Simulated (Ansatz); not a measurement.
Bulk crystal (CdF2) after relaxation:

```cif
data_structure
_symmetry_space_group_name_H-M 'Fm-3m'
_symmetry_Int_Tables_number 225
_cell_length_a 5.4812
_cell_length_b 5.4812
_cell_length_c 5.4812
_cell_angle_alpha 90.000
_cell_angle_beta 90.000
_cell_angle_gamma 90.000
_cell_volume 164.68
loop_
_atom_site_label
_atom_site_type_symbol
_atom_site_symmetry_multiplicity
_atom_site_Wyckoff_symbol
_atom_site_fract_x
_atom_site_fract_y
_atom_site_fract_z
_atom_site_occupancy
Cd1 Cd 4 a 0.00000 0.00000 0.00000 1
F1 F 8 c 0.25000 0.75000 0.75000 1
```

Miller indices refer to the conventional cell of Fm-3m (No. 225), a = 5.481 Å, b = 5.481 Å, c = 5.481 Å, α = 90.00°, β = 90.00°, γ = 90.00°. The bulk's gap is 2.92 eV.

These are results of DFT PBE, scalar-relativistic, plane waves, PAW (Ansatz), not measurements. Cutoff 420 eV, Gaussian smearing of 0.05 eV, no spin polarisation. A dipole correction acts along the normal.

A relaxed slab with low-index faces, about a nanometre thick, has these properties:

```json
{
  "Surface energy (mean of both faces)": "0.32 J/m²",
  "Gap of the slab on the mesh": "3.08 eV",
  "Bulk valence band top under the vacuum level": "8.26 eV",
  "Bulk conduction band bottom under the vacuum level": "5.35 eV"
}
```

Q: Which low-index plane was cut, and which atoms end it?

A: The (111) plane, with F in the top plane and F in the bottom one as cut, before relaxation. The planes from bottom to top: F, Cd, F, F, Cd, F, F, Cd, F, F, Cd, F.

An odd mesh misses points on the zone edge, so a gap read on it can be too wide.